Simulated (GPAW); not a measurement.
# Ge (Imma) in GPAW: reference runs

Aim: a first look at Ge with PBE, on the cell as given.

Program: GPAW 26.7.0. These are calculated values, not measurements. Logs are shortened: lines on timing, memory, paths and dates and some standing lists are left out, and cuts for length are marked. The log counts tension as positive stress, the text compression.

## (1) The crystal as given

Symmetry: Imma, No. 74, orthorhombic system. The conventional cell has a = 4.992 Å, b = 5.302 Å, c = 2.874 Å, α = 90.00°, β = 90.00°, γ = 90.00°. Around Ge (site symmetry mm2) lie 6 Ge at 2.68 to 2.87 Å.

This isn't the form of Ge at room conditions, which is diamond.

## (2) Single point, PBE

run.py reads:

```python
from ase import Atoms
from ase.dft.bandgap import bandgap
from ase.io import write
from ase.units import Bohr, GPa
from gpaw import GPAW, PW
from gpaw.elf import elf_from_dft_calculation

atoms = Atoms(['Ge', 'Ge'],
              cell=[[-2.495898, 2.650863, 1.436947],
                    [2.495898, -2.650863, 1.436947],
                    [2.495898, 2.650863, -1.436947]],
              scaled_positions=[[0.314057, 0.064057, 0.25],
                                [0.685943, 0.935943, 0.75]],
              pbc=True)

calc = GPAW(mode=PW(600),
            xc='PBE',
            kpts={'size': (11, 11, 11), 'gamma': True},
            occupations={'name': 'fermi-dirac', 'width': 0.05},
            nbands=11,
            convergence={'density': 1e-05, 'energy': 1e-05},
            maxiter=150,
            txt='gpaw.txt')
atoms.calc = calc
energy = atoms.get_potential_energy()
forces = atoms.get_forces()
stress = atoms.get_stress()
calc.write('gs.gpw')
write('result.traj', atoms)
print(f'Energy: {energy:.6f} eV')
print('Forces (eV/A):')
print(forces.round(4))
print('Stress (GPa):', (stress / GPa).round(3))
print('Fermi level:', round(calc.get_fermi_level(), 4), 'eV')
print(f'Gap: {bandgap(calc)[0]:.4f} eV, direct: {bandgap(calc, direct=True)[0]:.4f} eV')

# fields on the real-space grid
write('density.cube', atoms, data=calc.get_pseudo_density() * Bohr**3)
write('potential.cube', atoms, data=calc.get_electrostatic_potential())
write('elf.cube', atoms, data=elf_from_dft_calculation(calc).data)
```

Potentials or basis: GPAW PAW data sets (gpaw-data 1.2.1), pw.

Run with:

```
$ OMP_NUM_THREADS=1 python run.py
```

gpaw.txt:

```text
__  _  _
 | _ |_)|_||  |
 |__||  | ||/\| - 26.7.0

Input parameters:
  mode=PW(ecut=600.0),
  convergence={'density': 1e-05, 'energy': 1e-05},
  kpts=MonkhorstPack(size=(11, 11, 11), gamma=True),
  maxiter=150,
  nbands=11,
  occupations=Occupations(name='fermi-dirac', width=0.05),
  xc=XC(name='PBE')

Diagonalizing LCAO Hamiltonian
Converting LCAO to pw mode

             Ge

       Ge

Atoms  # Å, Bohr magnetons
|   | symbol |        x |        y |        z |    initial magnetic moments |
|---|--------|----------|----------|----------|-----------------------------|
| 0 |     Ge | 0.000000 | 1.325432 | 0.184093 | ( 0.0000,  0.0000,  0.0000) |
| 1 |     Ge | 2.495898 | 1.325432 | 1.252854 | ( 0.0000,  0.0000,  0.0000) |

Unit cell  # Å
| periodic |         x |         y |         z |  lengths |     angles |
|----------|-----------|-----------|-----------|----------|------------|
|      yes | -2.495898 |  2.650863 |  1.436947 | 3.914256 | 100.767417 |
|      yes |  2.495898 | -2.650863 |  1.436947 | 3.914256 |  94.744414 |
|      yes |  2.495898 |  2.650863 | -1.436947 | 3.914256 | 136.925499 |

Number of symmetries: 4
Symmetry operations  # r_c * U_cc + t_c -> r_c
|   | kind |            matrix            |
|---|------|------------------------------|
| 0 |  σ   |  1, 1, 1,  0, 0,-1,  0,-1, 0 |
| 1 |  E   |  1, 0, 0,  0, 1, 0,  0, 0, 1 |
| 2 |  i   | -1, 0, 0,  0,-1, 0,  0, 0,-1 |
| 3 |  C2  | -1,-1,-1,  0, 0, 1,  0, 1, 0 |

BZ-sampling:
  Number of BZ points: 1331
  Number of IBZ points: 366

  Monkhorst-Pack size: [11, 11, 11]
  Monkhorst-Pack shift: [0, 0, 0]

K-points  # in reciprocal-cell coordinates
|     |                                coordinates |     weight |
|-----|--------------------------------------------|------------|
|   0 | (  0.00000000,   0.00000000,   0.00000000) | 0.00075131 |
|   1 | (  0.00000000,   0.09090909,  -0.09090909) | 0.00150263 |
|   2 | (  0.00000000,   0.18181818,  -0.18181818) | 0.00150263 |
|   3 | (  0.00000000,   0.27272727,  -0.27272727) | 0.00150263 |
|   4 | (  0.00000000,   0.36363636,  -0.36363636) | 0.00150263 |
|   5 | (  0.00000000,   0.45454545,  -0.45454545) | 0.00150263 |
|   6 | (  0.09090909,  -0.45454545,   0.36363636) | 0.00300526 |
|   7 | (  0.09090909,  -0.45454545,   0.45454545) | 0.00150263 |
|   8 | (  0.09090909,  -0.36363636,   0.27272727) | 0.00300526 |
|   9 | (  0.09090909,  -0.36363636,   0.36363636) | 0.00150263 |
| ... |                                            |            |
| 365 | (  0.45454545,   0.45454545,   0.45454545) | 0.00300526 |

Plane wave coefficients: 1288
Cutoff: 600.0 eV

Spin-components: 1 (collinear spins)
Bands:           11
Projectors:      10
Spin-degeneracy: 2
Datatype:        complex128

Parallelization:
  kpt:    1
  domain: 1
  band:   1

Density:
  Valence electrons: 8.0
  Components: 1
  Grid points: [24 24 24]
  Charge: 0.0  # |e|

Potential:
  Grid points: [24 24 24]

species:
  Ge:
    name:    Germanium
    Z:       32.0
    valence: 4
    core:    28
    charge:  0.0  # [|e|]
    compensation charges:
      type: gauss
      rc: 0.32  # [Å]
      lmax: 2
    cutoffs:
      filter: 1.77  # [Å]
      core: 3.42  # [Å]
    projectors
    | kind |    occ | energy [eV] | rcut [Å] |
    |------|--------|-------------|----------|
    |   4s |  2.000 |     -11.726 |    1.005 |
    |   4p |  2.000 |      -3.896 |    1.005 |
    |    s |        |      15.485 |    1.005 |
    |    p |        |      23.315 |    1.005 |
    |    d |        |       0.000 |    1.005 |

    Using partial waves for Ge as LCAO basis

Reference energy: -114195.275705  # eV

eigensolver:
  PPCG
  Converge bands: occupied
  niter=2

density mixing:
  MSR1-Mixer
  Pratt-step length: 0.05
  Maximum mixing coefficient: 0.75
  Old densities: 10
  SVD Regularization: 0.005
  Good broyden scale: 1.0
  Trust region scale: 1.0
  Backstep threshold: 4.0
  History deletion threshold: 6.0
  Fourier metric: weight=20.0, sigma=0.015

occupation numbers:
  Fermi-Dirac:
    width: 0.0500  # eV

poisson solver:
  ecut: 4800.0  # eV

xc functional:
  name: PBE with 2 nearest neighbor stencil

convergence criteria:
- Maximum integral of absolute [dens]ity change: 1e-05 electrons / valence electron
- Maximum [total energy] change in last 3 cyles: 1e-05 eV / valence electron
- Maximum integral of absolute [eigenst]ate change: 4e-08 eV^2 / valence electron
maximum number of iterations: 150

SCF iterations
|iter     | |      energy | eigst |  dens |
|---------|-|-------------|-------|-------|
|iter:   1| |   -8.581757 | -0.71 |       |
|iter:   2| |   -8.581839 | -3.11 | -1.19 |
|iter:   3| |   -8.576520 | -3.45 | -1.22 |
|iter:   4| |   -8.576662 | -4.32 | -1.74 |
|iter:   5| |   -8.576652 | -5.48 | -2.65 |
|iter:   6| |   -8.576653c| -7.30 | -3.79 |
|iter:   7| |   -8.576653c| -7.96c| -4.46 |
|iter:   8| |   -8.576653c| -8.95c| -5.21c|

Converged in 8 steps
Energy contributions relative to reference atoms: (reference = -114195.275705)

Energy contributions:
  Kinetic:          16.111080
  Coulomb:         -14.315106
  Zero:             -0.003276
  External:          0.000000
  Xc:              -10.366224
  Entropy:          -0.006255
  Spinorbit:         0.000000
  ----------------------------
  Free energy:      -8.579780
  Extrapolated:     -8.576653

dipole moment: (0.000155, 0.000165, 0.000089)  # |e|*Ang

Fermi level: 7.725
Eigenvalues  # (at kpt = [0.000, 0.000, 0.000])
| band index |      eig [eV] | occ [0-2] |
|------------|---------------|-----------|
|          0 |        -5.387 |     2.000 |
|          1 |         3.894 |     2.000 |
|          2 |         5.363 |     2.000 |
|          3 |         5.809 |     2.000 |
|          4 |        11.163 |     0.000 |
|          5 |        14.689 |     0.000 |
|          6 |        14.900 |     0.000 |
|          7 |        15.621 |     0.000 |
|          8 |        15.961 |     0.000 |
|          9 |        18.257 |     0.000 |
|         10 |        20.165 |     0.000 |

No gap
No difference between direct/indirect transitions

Forces  # eV/Ang
|       x |        y |        z |
|---------|----------|----------|
| 0.00000 | -0.00000 |  0.05505 |  # Ge   0
| 0.00000 |  0.00000 | -0.05505 |  # Ge   1

Stress tensor  # eV/Ang^3
|         x |         y |         z |
|-----------|-----------|-----------|
| -0.013449 |  0.000000 |  0.000000 |
|  0.000000 | -0.001213 |  0.000000 |
|  0.000000 |  0.000000 | -0.003592 |

# Writing to gs.gpw (mode='')
```

Run time: 56 s. Hardware: 1 thread of INTEL XEON PLATINUM 8581C at 2.10GHz (Emerald Rapids), shared host; peak memory 0.31 GiB.

What came out:

```
Free energy            : -8.5798 eV
Pressure               : 1.0 GPa
Largest force          : 0.055 eV/Å
Band gap on the k mesh : none (metal or under the smearing width)
```

Forces in eV/Å, atoms in the order of the input:
```
Ge   0.000  0.000  0.055
Ge   0.000  0.000 -0.055
```

Levels at points of the mesh, in eV from the Fermi level:
```tsv
k point	band 1	band 2	band 3	band 4	band 5	band 6	band 7
(0.00, 0.00, 0.00)	-13.11	-3.83	-2.36	-1.92	3.44	6.96	7.18
```
